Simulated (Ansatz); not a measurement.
**ZrSi₂: lifting an adatom of H**

ZrSi₂, Cmcm, a = 3.674 Å, b = 14.566 Å, c = 3.657 Å. The structure is a COD entry; whether it is the stable form wasn't checked. Ansatz: PBEsol, PAW, 420 eV, Γ-centred 8×8×1 mesh on 13 atoms, Gaussian smearing 0.10 eV; no spin polarisation. One H atom per 1×1 cell of the (010) face (slab of 10 planes, Zr on top, held rigid) is raised along the normal at one place in the plane; the height is over the top plane, neighbouring adatoms stand 3.66 Å apart, and y is the energy over the lowest row.

```
height (Å) y (eV) force (eV/Å)
      0.55   0.418          1.37
      0.80   0.136          0.85
      1.10   0.000          0.00
      1.40   0.128         -0.82
      1.80   0.616         -1.52
      2.30       ?             ?
      3.10   2.590         -1.08
      4.10   3.246         -0.33
```

Problem. Fit a Morse curve y = D[1 − e^(−α(z − z0))]² to the other rows, give the force constant, and predict the missing row.

Solution. Least squares gives D = 4.537 eV, α = 0.6265 1/Å, z0 = 0.9992 Å; the force constant is 2Dα² = 3.56 eV/Å². The computed force vanishes near 1.10 Å, not at z0, so the tail has pulled the fit off the well. At z = 2.30: e^(−α(z − z0)) = 0.4427, y = 1.409 eV and the force −2Dα e(1 − e) = -1.40 eV/Å (computed -1.69). The run gave 1.448 eV, so the fit is 0.039 eV too low, within the rms miss on the fitted rows (0.090 eV). D is the plateau of the fit; the highest row has reached 72 % of it, and without spin the far atom lies too high, so D overstates the binding.

D is per atom of a whole layer, whose work function moves by 2.2 eV on lifting as it takes charge, so it isn't the binding of a lone atom.

Cost: 8 runs of about 13 core-minutes in all, on Arm Neoverse V2 (shared hosts).